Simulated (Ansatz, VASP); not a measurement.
# Re in VASP and in Ansatz

```
CELL_PARAMETERS angstrom
9.00000 0.00000 0.00000
0.00000 9.30000 0.00000
0.00000 0.00000 2.39570
ATOMIC_POSITIONS crystal
Re 0.50000 0.50000 0.00000
```

Alike in both runs: functional PBE; k mesh 1 × 1 × 26; occupations gaussian, width 0.05 eV; collinear spin.

Ansatz relaxed the structure, and its values are those at the end. VASP's run is a single point on that final structure, the one shown.

|  | VASP | Ansatz |
| --- | --- | --- |
| version | VASP 6.6.1 | Ansatz 0.2.0 |
| potentials or method | VASP PAW PBE potentials, release 64 (Re) | scalar-relativistic, plane waves, PAW |
| plane-wave cutoff (eV) | 520 | 420 |
| valence electrons in the cell | 7 | 15 |

|  | VASP | Ansatz | Ansatz less VASP |
| --- | --- | --- | --- |
| gap on the k mesh at the Fermi level (eV) | none | none | - |
| net moment per atom (μB) | 0.69 | 2.69 | +2.004 |
| size of the moment on the site where the two differ most (μB) | 0.58 | 1.61 | +1.027 |

The net moments differ so much that the two runs ended in different magnetic states, which moves the other rows too. Site moments also hang on the region over which each program counts them. A gap of «none» marks a metal or a gap that the smearing closes. The two sets of potentials don't hold the same shells in valence. Ansatz warned: «xc_potential_rough_in_thin_density».

Spin-orbit coupling is left out, which matters for the levels of Re.
